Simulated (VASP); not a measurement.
InSe:

```
In Se
1.0
     4.04733    0.00000    0.00000
    -2.02366    3.50509    0.00000
     0.00000    0.00000   18.05206
In Se
4 4
Direct
  0.00000 0.00000 0.57739
  0.00000 0.00000 0.42261
  0.33333 0.66667 0.92261
  0.33333 0.66667 0.07739
  0.66667 0.33333 0.85300
  0.66667 0.33333 0.14700
  0.33333 0.66667 0.64702
  0.33333 0.66667 0.35298
```

Measurements of this composition are mostly on another form, of space group No. 160.

| Item | Value |
| --- | --- |
| Program | VASP 6.6.1 |
| Task | relaxation of cell and atoms |
| Functional | PBE |
| Dispersion | D3(BJ) |
| Potentials or basis | VASP PAW PBE potentials, release 64 (In_d, Se) |
| Cutoff | 600 eV |
| k mesh | 9 × 9 × 2 |
| Occupations | gaussian, width 0.03 eV |
| Spin | no spin polarisation |

At the start: pressure -0.0 GPa; volume 32.01 Å³/atom.

**Question.** How do energy, volume and symmetry change on relaxing?

**Answer.** Over 35 steps the energy falls by 17.4 meV/atom and the volume is 29.34 Å³/atom (-8.3 %); space group P-6m2 (No. 187, to 0.05 Å).

The path:
```csv
step,energy change (eV),largest force (eV/Å),pressure (GPa),volume (Å³)
1,0.0000,0.2588,-0.01,256.09
2,-0.0109,0.1413,-0.29,256.01
3,-0.0122,0.1573,-0.43,255.97
4,-0.0205,0.1703,-0.26,254.00
5,-0.0315,0.2042,0.16,249.10
6,-0.0321,0.2152,0.32,247.56
7,-0.0418,0.1668,0.22,246.94
8,-0.0603,0.0401,-0.05,245.09
9,-0.0541,0.1701,-0.47,241.40
10,-0.0646,0.0512,-0.21,243.63
11,-0.0729,0.0474,-0.23,242.88
12,-0.0954,0.0446,-0.25,240.60
13,-0.1266,0.0716,-0.16,235.98
14,-0.0909,0.2000,0.41,226.50
15,-0.1337,0.0731,-0.03,233.95
16,-0.1343,0.0816,0.00,233.13
17,-0.1366,0.0482,0.05,233.54
18,-0.1382,0.0253,0.13,234.13
19,-0.1382,0.0264,0.14,234.25
20,-0.1386,0.0290,-0.02,235.21
21,-0.1386,0.0285,-0.05,235.26
22,-0.1386,0.0304,-0.05,235.23
23,-0.1388,0.0059,-0.03,235.31
24,-0.1388,0.0100,-0.03,235.34
25,-0.1388,0.0081,-0.03,235.33
26,-0.1388,0.0110,0.00,235.15
27,-0.1388,0.0145,0.03,234.99
28,-0.1389,0.0122,0.02,234.97
29,-0.1389,0.0188,0.01,234.88
30,-0.1389,0.0375,-0.01,234.72
31,-0.1389,0.0246,0.01,234.84
32,-0.1389,0.0194,0.00,234.83
33,-0.1390,0.0103,-0.01,234.79
34,-0.1390,0.0096,-0.03,234.72
35,-0.1390,0.0027,-0.02,234.75
```

Final structure:
```xyz
8
Lattice="4.0371 0.0000 0.0000 -2.0186 3.4963 0.0000 0.0000 0.0000 16.6313" Properties=species:S:1:pos:R:3 pbc="T T T"
In    0.0000    0.0000    9.7124
In    0.0000    0.0000    6.9190
In    0.0000    2.3308   15.2344
In    0.0000    2.3308    1.3970
Se    2.0186    1.1654   13.9474
Se    2.0186    1.1654    2.6839
Se    0.0000    2.3308   10.9977
Se    0.0000    2.3308    5.6337
```
